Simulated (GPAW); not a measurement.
## CoO: single point from a typed occupation with PBE+U

Crystal: CoO.

```
CELL_PARAMETERS angstrom
2.57053 0.00000 0.00000
0.00000 2.57053 0.00000
0.00000 0.00000 2.57053
ATOMIC_POSITIONS crystal
Co 0.00000 0.00000 0.00000
O 0.50000 0.50000 0.50000
```

Measurements of this composition are mostly on another form, of space group No. 225.

```
Program                        : GPAW 26.7.0
Task                           : single point from a typed occupation
Functional                     : PBE
Potentials or basis            : GPAW PAW data sets (gpaw-data 1.2.1)
Cutoff                         : 600 eV
Basis                          : pw
k mesh                         : 7 × 7 × 7
Occupations                    : gaussian, width 0.05 eV
Spin                           : collinear spin, ferromagnetic start
Starting moments               : [3.0, 0.0] μB
Hubbard terms                  : Co d U = 2 eV
Maxiter                        : 120
start of the occupation matrix : random
cycles with the matrix held    : 9
Convergence                    : density=0.0001 energy=1e-05
Symmetry                       : point_group=False
```

| Quantity | Value |
| --- | --- |
| Pressure | 15.7 GPa |
| Band gap on the k mesh | 1.31 eV, direct |
| Net moment | 3.00 μB per cell |
| Site moments | Co +2.58; O +0.25 μB |

Levels at points of the mesh, in eV from the valence-band top:
Spin up:
```tsv
k point	band 7	band 8	band 9	band 10	band 11	band 12
(0.00, 0.00, 0.00)	-2.16	-2.16	-2.16	1.53	16.05	16.05
```
Spin down:
| k point | band 4 | band 5 | band 6 | band 7 | band 8 | band 9 |
| --- | --- | --- | --- | --- | --- | --- |
| (0.00, 0.00, 0.00) | -1.57 | -1.57 | -1.57 | 2.26 | 2.31 | 2.31 |

Eigenvalues of the final occupation matrices:
```tsv
site	spin	trace	eigenvalues
atom 1 	1	5.08	0.99 0.99 1.03 1.03 1.03
atom 1 	2	2.23	0.11 0.11 0.11 0.95 0.95
```

It took 7.2 min on 1 thread of Intel(R) Xeon(R) Processor @ 2.70GHz, with other jobs on the host, peak memory 0.21 GiB.

Caveat: the cutoff is short for stress and forces, so pressures can be off by a GPa or more; the occupation matrix was held by a function in the script for the first cycles and then freed; the end state hangs on it; an odd mesh through Γ misses points on the zone boundary, where band edges often lie; a cell with one magnetic atom can't hold antiferromagnetic order, which such compounds often take. The state reached can hang on the start; a lower one may exist.
